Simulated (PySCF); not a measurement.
# Assignment exercise: C4H6

Structure with atom numbers: `[CH2:1]=[C:2]1[CH2:3][CH2:4]1`. Each H is labelled by its parent atom.

One computed conformer, fast rotation and ring inversion assumed for equivalent nuclei, non-relativistic Hamiltonian, in vacuum. PBE0-D3(BJ)/def2-SVP geometry; shieldings: GIAO KT3/pcSseg-2; B3LYP/pcJ-1 coupling constants (without the spin–dipole term); PySCF 2.14.0 with density-fitted response routines.

Shifts are taken against calculated references (same method and geometry level): 13C and 1H against TMS.

Task: Assign these signals to the numbered atoms. 13C{1H} NMR (computed): δ 132.6, 105.1, 5.8.

Result: 
```tsv
δ (ppm)	atoms	environment	reason
132.6	C2	fully substituted alkene carbon	an sp2 carbon of a C=C bond
105.1	C1	terminal =CH2 carbon	an sp2 carbon of a C=C bond
5.8	C3/C4	three-membered-ring carbon	carbons of three-membered rings are unusually shielded
```

Task: Assign these signals to the numbered atoms. 1H NMR (500 MHz, computed): δ 5.61 (tt, J = 3.3, 2.5 Hz, 2H), 1.21 (dd, J = 3.3, 2.5 Hz, 4H).

Result: 
5.61 → H(C1), hydrogen on a terminal =CH2 carbon: olefinic region
1.21 → H(C3)/H(C4), hydrogen on a three-membered-ring carbon: cyclopropane-type protons are shielded by the ring

Splittings below 1 Hz are ignored in the labels, and close J values are merged. Shifts are as computed, not scaled to solution data. Of 1211 compounds with measured shifts, 218 miss one by over three times the rms of a fit or turn the order of signals round; such compounds aren't used in these exercises.
